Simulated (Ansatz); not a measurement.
La2O3, one cell by several methods

```
La O
1.0
     3.95603    0.00000    0.00000
    -1.97801    3.42602    0.00000
     0.00000    0.00000    6.16053
La O
2 3
Direct
  0.33333 0.66667 0.25000
  0.66667 0.33333 0.75000
  0.25000 0.25000 0.00000
  0.75000 0.00000 0.00000
  0.00000 0.75000 0.00000
```

Atom numbers follow the list: La1, La2, O3, O4, O5.

The cell comes from COD entry 1010278, which wasn't checked; take it as a given geometry. It is an old determination, and later ones may differ. The listed cell was then made from it by scaling, straining or moving an atom.

No spin–orbit coupling, which matters for the heavy atoms here.

Methods: DFT, PBE, PAW with Ansatz's default frozen-core files, scalar-relativistic (Ansatz 0.2.0); DFT, PBE, all-electron LAPW, scalar-relativistic (Ansatz 0.2.0).

For PAW: a Γ-centred 6×6×4 k mesh, Fermi–Dirac smearing of 0.02 eV, cutoff 420 eV, no spin polarisation; the mesh is coarse along some axis. LAPW targets a basis error of 1 meV/atom. The Ansatz runs share mesh, smearing and spin set-up. Plane-wave (PAW) pressures include the program's estimate of the Pulay term.

Stress and pressure are positive in compression.

The change that made this cell: volume scaled by 1.02.

PAW results:

```
              quantity    PAW
        pressure (GPa)  37.62
       stress xx (GPa)  48.88
       stress zz (GPa)  15.12
force on La1, z (eV/Å)  0.888
 force on O3, y (eV/Å)  6.528
```

(1) What does LAPW (all electrons) give for the same quantities?

## Answers

(1) 
```
              quantity   LAPW
        pressure (GPa)  37.54
       stress xx (GPa)  48.81
       stress zz (GPa)  15.02
force on La1, z (eV/Å)  0.863
 force on O3, y (eV/Å)  6.528
```
